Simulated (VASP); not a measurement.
# Ti2C (R-3m) in VASP: a series of runs

One crystal, Ti2C, is run at these levels: LDA; tasks: single point.

All numbers are computed with VASP 6.6.1; they aren't measurements. Logs are shortened: lines on timing, memory, paths and dates and some standing lists are left out, and cuts for length are marked.

### Step 1. Starting point

Symmetry: R-3m, No. 166, trigonal system. Conventional cell: a = 3.081 Å, b = 3.081 Å, c = 14.441 Å, α = 90.00°, β = 90.00°, γ = 120.00°. Ti (site symmetry 3m) has 3 C at 2.11 Å as nearest neighbours. Around C (site symmetry -3m) lie 6 Ti at 2.11 Å.

The cell comes from a database or a generator and needn't be the stable form of this composition.

### Step 2. Single point, LDA

Input file INCAR:

```
PREC = Accurate
ENCUT = 460
EDIFF = 1E-6
ISMEAR = -1
SIGMA = 0.15
LREAL = False
LASPH = True
NELM = 100
ALGO = Normal
ISIF = 2
LWAVE = False
LCHARG = False
NBANDS = 21
ADDGRID = True
```

Input file KPOINTS:

```
regular mesh
0
Gamma
  9 9 9
```

Input file POSCAR:

```
Ti2C
1.0
    1.5406981810      0.8895225095      4.8137698526
   -1.5406981810      0.8895225095      4.8137698526
    0.0000000000     -1.7790450191      4.8137698526
Ti C
2 1
Direct
    0.7545021700      0.7545021700      0.7545021700
    0.2454978300      0.2454978300      0.2454978300
    0.5000000000      0.5000000000      0.5000000000
```

Potentials or basis: VASP PAW LDA potentials, release 64 (Ti_sv, C).

The run is started by

```bash
$ cat potpaw_LDA.64/Ti_sv/POTCAR potpaw_LDA.64/C/POTCAR > POTCAR
$ mpirun -np 1 vasp_std > vasp.out
```

OUTCAR:

```text
PREC = Accurate
   ENCUT = 460
   EDIFF = 1E-6
   ISMEAR = -1
   LREAL = False
   LASPH = True
   NELM = 100
   ISIF = 2

 Found     85 irreducible k-points:

 Following reciprocal coordinates:
            Coordinates               Weight
  0.000000  0.000000  0.000000      1.000000
  0.111111  0.000000 -0.000000      6.000000
  0.222222  0.000000 -0.000000      6.000000
  0.333333  0.000000 -0.000000      6.000000
  0.444444  0.000000 -0.000000      6.000000
  0.111111  0.111111 -0.000000      6.000000
   k-points           NKPTS =     85   k-points in BZ     NKDIM =     85   number of bands    NBANDS=     21
   number of dos      NEDOS =    301   number of ions     NIONS =      3
   total plane-waves  NPLWV =  46656
   dimension x,y,z NGX =    36 NGY =   36 NGZ =   36
   dimension x,y,z NGXF=    72 NGYF=   72 NGZF=   72
   ions per type =               2   1
   NGX,Y,Z   is equivalent  to a cutoff of  11.66, 11.66, 11.66 a.u.
   NGXF,Y,Z  is equivalent  to a cutoff of  23.32, 23.32, 23.32 a.u.
 SYSTEM =  unknown system
   PREC   = accura    normal or accurate (medium, high low for compatibility)
   ISTART =      0    job   : 0-new  1-cont  2-samecut
   ICHARG =      2    charge: 1-file 2-atom 10-const
   ISPIN  =      1    spin polarized calculation?
   LNONCOLLINEAR =      F non collinear calculations
   LSORBIT =      F    spin-orbit coupling
   LASPH  =      T    aspherical Exc in radial PAW
   ENCUT  =  460.0 eV  33.81 Ry    5.81 a.u.   8.97  8.97  8.97*2*pi/ulx,y,z
   NELM   =    100;   NELMIN=  2; NELMDL= -5     # of ELM steps
   EDIFF  = 0.1E-05   stopping-criterion for ELM
   LREAL  =      F    real-space projection
   EDIFFG = 0.1E-04   stopping-criterion for IOM
   NSW    =      0    number of steps for IOM
   IBRION =     -1    ionic relax: 0-MD 1-quasi-New 2-CG
   NFREE  =      0    steps in history (QN), initial steepest desc. (CG)
   ISIF   =      2    stress and relaxation
   ISYM   =      2    0-nonsym 1-usesym 2-fastsym
   POTIM  = 0.5000    time-step for ionic-motion
   TEBEG  =    0.0;   TEEND  =   0.0 temperature during run
   PSTRESS=    0.0 pullay stress
   NELECT =      28.0000    total number of electrons
   NUPDOWN=      -1.0000    fix difference up-down
   EMIN   =  10.00;   EMAX   =-10.00  energy-range for DOS
   EFERMI =   0.00;   METHOD = LEGACY
   ISMEAR =    -1;   SIGMA  =   0.15  broadening in eV -4-tet -1-fermi 0-gaus
   EFERMI_NEDOS =   21; number of points for ismear=-14 and -15
   IALGO  =     38    algorithm
   IMIX   =      4    mixing-type and parameters
     AMIX     =   0.40;   BMIX     =  1.00
     AMIX_MAG =   1.60;   BMIX_MAG =  1.00
  volume/ion in A,a.u.               =      13.19        89.04
  Fermi-wavevector in a.u.,A,eV,Ry     =   1.458670  2.756487 28.949376  2.127719
  Thomas-Fermi vector in A             =   2.575328
   LORBIT       =      0    0 simple, 1 ext, 2 COOP (PROOUT), +10 PAW based schemes
   GGA     = CA    functional components
   LHFCALC =     F    Hartree Fock is set to
   AEXX    =    0.0000 exact exchange contribution
   IVDW    =     0    specifies the selected vdW correction
   LEPSILON=     F    determine dielectric tensor
   LRPA    =     F    only Hartree local field effects (RPA)
 non-spin polarized calculation
  energy-cutoff  :      460.00
  volume of cell :       39.58
 maximum number of plane-waves:       928
   NGX = 17   NGY = 17   NGZ = 17

 number of electron      28.0000001 magnetization

 Free energy of the ion-electron system (eV)
  ---------------------------------------------------
  ext. energy  EPLUGINS =         0.00000000
  ---------------------------------------------------
  free energy    TOTEN  =       -29.35671955 eV

  energy without entropy =      -29.21011492  energy(sigma->0) =      -29.28341723

 E-fermi :   8.1073     XC(G=0): -12.0977

 val. band max:        8.0921809040   @ k =  -0.4444   0.2222   0.1111
 cond. band min:       8.1099093630   @ k =  -0.4444   0.4444   0.3333
 fundamental gap:      0.0177284589
 Fermi energy:         8.1073459440

 k-point     1 :       0.0000    0.0000    0.0000
  band No.  band energies     occupation
      1     -47.8939      2.00000
      2     -47.7876      2.00000
      3     -24.8553      2.00000
      4     -24.3353      2.00000
      5     -24.3353      2.00000
      6     -24.2764      2.00000
      7     -24.2566      2.00000
      8     -24.2566      2.00000
      9      -3.0214      2.00000
     10       3.3332      2.00000
     11       5.6062      2.00000
     12       5.6062      2.00000
     13       6.2434      1.99999
     14       8.6058      0.06957
     15       8.6058      0.06957
     16       9.1231      0.00229
     17      10.0583      0.00000
     18      10.0583      0.00000
     19      11.1186      0.00000
     20      11.1186      0.00000
     21      12.1837      0.00000

 k-point     2 :       0.1111    0.0000   -0.0000
  band No.  band energies     occupation
      1     -47.8855      2.00000
      2     -47.7853      2.00000
      3     -24.8339      2.00000
      4     -24.3774      2.00000
      5     -24.3449      2.00000
      6     -24.2983      2.00000
      7     -24.2845      2.00000
      8     -24.2658      2.00000
      9      -2.8499      2.00000
     10       3.5574      2.00000
     11       5.0286      2.00000
     12       5.6500      2.00000
     13       6.6426      1.99989
     14       8.4028      0.24482
     15       8.7368      0.02966
     16       9.2044      0.00133
     17       9.6374      0.00007
     18      10.0954      0.00000
     19      11.0898      0.00000
     20      11.2089      0.00000
     21      12.3958      0.00000

 k-point     3 :       0.2222    0.0000   -0.0000
  band No.  band energies     occupation
      1     -47.8630      2.00000
      2     -47.7806      2.00000
      3     -24.7760      2.00000
      4     -24.4802      2.00000
      5     -24.3997      2.00000
      6     -24.3691      2.00000
      7     -24.3143      2.00000
      8     -24.2892      2.00000
      9      -2.4143      2.00000
     10       4.1402      2.00000
     11       4.3465      2.00000
     12       5.7236      2.00000
     13       6.7840      1.99971
     14       7.9003      1.59801
     15       8.9157      0.00909
     16       9.0967      0.00273
     17       9.5451      0.00014
     18      10.3188      0.00000
     19      10.9972      0.00000
     20      11.4335      0.00000
     21      12.9516      0.00000

 k-point     4 :       0.3333    0.0000   -0.0000
  band No.  band energies     occupation
      1     -47.8338      2.00000
      2     -47.7787      2.00000
      3     -24.7060      2.00000
      4     -24.5925      2.00000
      5     -24.5014      2.00000
      6     -24.3964      2.00000
      7     -24.3665      2.00000
      8     -24.3157      2.00000
      9      -1.9187      2.00000
     10       3.8442      2.00000
     11       4.8023      2.00000
     12       5.7457      2.00000
     13       6.7342      1.99979
     14       7.4205      1.97968
     15       8.4983      0.13745
     16       9.5813      0.00011
     17      10.0471      0.00000
     18      10.7427      0.00000
     19      10.9325      0.00000
     20      11.4549      0.00000
     21      13.0605      0.00000

 k-point     5 :       0.4444    0.0000   -0.0000
  band No.  band energies     occupation
      1     -47.8082      2.00000
      2     -47.7840      2.00000
      3     -24.6941      2.00000
      4     -24.6461      2.00000
      5     -24.5189      2.00000
      6     -24.4334      2.00000
      7     -24.4141      2.00000
      8     -24.3329      2.00000
      9      -1.5968      2.00000
     10       3.5564      2.00000
     11       5.1473      2.00000
     12       5.7304      2.00000
     13       6.8553      1.99953
     14       7.2264      1.99439
     15       8.3253      0.37907
     16       9.9195      0.00001
     17      10.6541      0.00000
     18      10.9354      0.00000
     19      11.1687      0.00000
     20      11.5233      0.00000
     21      12.0610      0.00000

 k-point     6 :       0.1111    0.1111   -0.0000
  band No.  band energies     occupation
      1     -47.8848      2.00000
      2     -47.7860      2.00000
      3     -24.8302      2.00000
      4     -24.3730      2.00000
      5     -24.3504      2.00000
      6     -24.3125      2.00000
      7     -24.2787      2.00000
      8     -24.2603      2.00000
      9      -2.8409      2.00000
     10       3.5148      2.00000
     11       5.0194      2.00000
     12       5.6698      2.00000
     13       6.6978      1.99983
     14       8.4253      0.21445
     15       8.7171      0.03375
     16       9.1542      0.00186
     17       9.8095      0.00002
     18       9.9515      0.00001
     19      11.0365      0.00000
     20      11.2081      0.00000
     21      12.4003      0.00000

 [... further k-points ...]

------------------------ aborting loop because EDIFF is reached ----------------------------------------

  FORCE on cell =-STRESS in cart. coord.  units (eV):
  Direction    XX          YY          ZZ          XY          YZ          ZX
  --------------------------------------------------------------------------------------
  -------------------------------------------------------------------------------------
  Total       -2.2185951     -2.2185951     -1.9598154      0.0000000      0.0000000     -0.0000000
  in kB      -89.8002505    -89.8002505    -79.3258373      0.0000000      0.0000000     -0.0000000
  external PRESSURE =     -86.3087795 kB  Pullay stress =       0.0000000 kB

 VOLUME and BASIS-vectors are now :
 -----------------------------------------------------------------------------
  energy-cutoff  :      460.00
  volume of cell :       39.58
      direct lattice vectors                 reciprocal lattice vectors
     1.540698181  0.889522510  4.813769853     0.324528195  0.187366441  0.069245798
    -1.540698181  0.889522510  4.813769853    -0.324528195  0.187366441  0.069245798
     0.000000000 -1.779045019  4.813769853     0.000000000 -0.374732882  0.069245798

 POSITION                                       TOTAL-FORCE (eV/Angst)
 -----------------------------------------------------------------------------------
      0.00000     -0.00000     10.89600        -0.000000     -0.000000      0.308016
      0.00000     -0.00000      3.54531        -0.000000      0.000000     -0.308016
      0.00000     -0.00000      7.22065         0.000000     -0.000000      0.000000
 -----------------------------------------------------------------------------------
    total drift:                               -0.000000      0.000000     -0.000000

  FREE ENERGIE OF THE ION-ELECTRON SYSTEM (eV)
  ---------------------------------------------------
  free  energy   TOTEN  =       -29.3567195453 eV

  energy  without entropy=      -29.2101149206  energy(sigma->0) =      -29.28341723
```

It took 94 s on 1 thread of Intel Xeon Platinum 8488C (Sapphire Rapids), shared host; peak memory 0.34 GiB.

The run converged, but some of its settings lie outside the range that counts as converged, so its numbers aren't taken as properties of the crystal.

Results:

```
Free energy            : -29.3567 eV
Pressure               : -8.6 GPa
Largest force          : 0.308 eV/Å
Band gap on the k mesh : none (metal or under the smearing width)
```

Caveat: the cutoff is under 1.25 times the usual one of these potentials, so pressure, stress and relaxed cells hold a basis-set (Pulay) error.

### Step 3. Single point, LDA

INCAR: that of step 2 with these lines changed.

```diff
@@ -6,3 +6,3 @@
 LREAL = False
-LASPH = True
+LASPH = False
 NELM = 100
@@ -13,2 +13,2 @@
 NBANDS = 21
-ADDGRID = True
+ADDGRID = False
```

KPOINTS is that of step 2.

POSCAR is that of step 2.

Potentials or basis: VASP PAW LDA potentials, release 64 (Ti_sv, C).

The run is started by

```bash
$ cat potpaw_LDA.64/Ti_sv/POTCAR potpaw_LDA.64/C/POTCAR > POTCAR
$ mpirun -np 1 vasp_std > vasp.out
```

Run time: 93 s. Hardware: 1 thread of Intel Xeon Platinum 8488C (Sapphire Rapids), shared host; peak memory 0.21 GiB.

These settings aren't checked as converged: the numbers below hold their error.

What came out:

| Property | Result |
| --- | --- |
| Free energy | -29.3567 eV |
| Pressure | -8.6 GPa |
| Largest force | 0.308 eV/Å |
| Band gap on the k mesh | none (metal or under the smearing width) |

Caveat: the cutoff is under 1.25 times the usual one of these potentials, so pressure, stress and relaxed cells hold a basis-set (Pulay) error.

### Step 4. Single point, LDA

Input file INCAR:

```
PREC = Normal
ENCUT = 460
EDIFF = 1E-4
ISMEAR = -1
SIGMA = 0.15
LREAL = Auto
LASPH = True
NELM = 100
ALGO = Normal
ISIF = 2
LWAVE = False
LCHARG = False
NBANDS = 21
ADDGRID = False
```

KPOINTS is that of step 3.

POSCAR is that of step 3.

The run is started by

```bash
$ cat potpaw_LDA.64/Ti_sv/POTCAR potpaw_LDA.64/C/POTCAR > POTCAR
$ mpirun -np 1 vasp_std > vasp.out
```

Run time: 94 s. Hardware: 1 thread of Intel Xeon Platinum 8488C (Sapphire Rapids), shared host; peak memory 0.16 GiB.

These settings aren't checked as converged: the numbers below hold their error.

Results:

| Quantity | Value |
| --- | --- |
| Free energy | -29.3577 eV |
| Pressure | -9.4 GPa |
| Largest force | 0.307 eV/Å |
| Band gap on the k mesh | none (metal or under the smearing width) |

Caveat: the cutoff is under 1.25 times the usual one of these potentials, so pressure, stress and relaxed cells hold a basis-set (Pulay) error.
